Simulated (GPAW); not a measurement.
Consider zinc-blende (GaP)1-x(InP)x, x = 0.125.

```xyz
16
Lattice="0.0000 5.5033 5.5033 5.5033 0.0000 5.5033 5.5033 5.5033 0.0000" Properties=species:S:1:pos:R:3 pbc="T T T"
Ga   10.9929    5.4992    5.5000
P     1.3684    1.3683    1.3698
Ga    8.2495    8.2419   10.9966
P     4.1225    4.1133    1.3684
Ga    8.2366   10.9867    8.2459
P     4.1680    1.3074    4.0596
Ga    5.4984    8.2458    8.2517
P     6.8653    4.1192    4.1296
Ga   10.9953    8.2468    8.2442
P     1.3070    4.1678    4.0727
Ga    8.2412    5.4811    8.2442
P     4.1128    6.8665    4.1076
In    8.2475    8.2397    5.4897
P     4.1676    4.1706    6.9178
Ga    5.4877    5.5057    5.4941
P     6.8193    6.8181    6.9253
```

Absorber: atom 2, with 4 Ga at 2.38 Å (tetrahedral). Method: GPAW, PBE, excited-electron core hole (neutral cell), 16-atom cell with 7.8 Å between holes, 4×4×4 k points, dipole transitions, Gaussian full width 0.9 eV up to 4 eV, rising linearly to 3.5 eV at 25 eV.

**Question.** Predict the near-edge structure at the P K edge.

Main maxima up to 24 eV above the zero (height): 1.4 eV (1.65), 3.8 eV (2.32), 6.8 eV (1.53) and 13.6 eV (0.98). A K edge sees empty p states on the absorber. The total-energy difference is 2155.91 eV. One term is added: -15.96 eV, since the hole is spin-paired here and a spin-polarised one costs that much less in the free atom (computed apart). The photon energy is then 2139.95 eV. The functional leaves an error of a few eV in such absolute values.

The P K spectrum (energy from the bottom of the conduction band, which holds the excited electron; intensity scaled to a mean of 1 over the first 20 eV):

| E (eV) | intensity |
| --- | --- |
| -2.0 | 0.00 |
| -1.5 | 0.00 |
| -1.0 | 0.00 |
| -0.5 | 0.00 |
| 0.0 | 0.07 |
| 0.5 | 0.41 |
| 1.0 | 1.24 |
| 1.5 | 1.64 |
| 2.0 | 1.37 |
| 2.5 | 1.22 |
| 3.0 | 1.12 |
| 3.5 | 1.94 |
| 4.0 | 2.20 |
| 4.5 | 1.37 |
| 5.0 | 1.04 |
| 5.5 | 0.86 |
| 6.0 | 0.97 |
| 6.5 | 1.39 |
| 7.0 | 1.49 |
| 7.5 | 1.15 |
| 8.0 | 0.96 |
| 8.5 | 0.98 |
| 9.0 | 0.95 |
| 9.5 | 0.85 |
| 10.0 | 0.77 |
| 10.5 | 0.73 |
| 11.0 | 0.75 |
| 11.5 | 0.78 |
| 12.0 | 0.83 |
| 12.5 | 0.89 |
| 13.0 | 0.95 |
| 13.5 | 0.98 |
| 14.0 | 0.96 |
| 14.5 | 0.90 |
| 15.0 | 0.83 |
| 15.5 | 0.79 |
| 16.0 | 0.79 |
| 16.5 | 0.79 |
| 17.0 | 0.80 |
| 17.5 | 0.79 |
| 18.0 | 0.77 |
| 18.5 | 0.74 |
| 19.0 | 0.73 |
| 19.5 | 0.73 |
| 20.0 | 0.73 |
| 20.5 | 0.73 |
| 21.0 | 0.72 |
| 21.5 | 0.70 |
| 22.0 | 0.69 |
| 22.5 | 0.69 |
| 23.0 | 0.73 |
| 23.5 | 0.78 |
| 24.0 | 0.84 |
| 24.5 | 0.89 |
| 25.0 | 0.91 |
| 25.5 | 0.89 |
| 26.0 | 0.86 |

The mesh is coarse (0.25 Å⁻¹ between points), so small maxima may be mesh ripples.

[Banner, clock and machine lines of the logs are left out without a mark of their own.]

[Logs are printed without paths, hosts, clocks, repeated set-up lines and the standing remarks that a program may print on its own settings, such as how far it seeks lower states.]

[Hosts, paths, dates, database ids (printed as entryN), source tags and the programs' standing remarks are cut or masked in the printed files.]

[Lists of maxima count a maximum above −3 eV only where it reaches 4 % of the highest in the window and stands out from its surroundings by 2 % of it (1.5 % where it reaches 55 %); shoulders and weaker maxima are passed over, and of the rest the first, up to two pre-edge ones and the few strongest are named.]
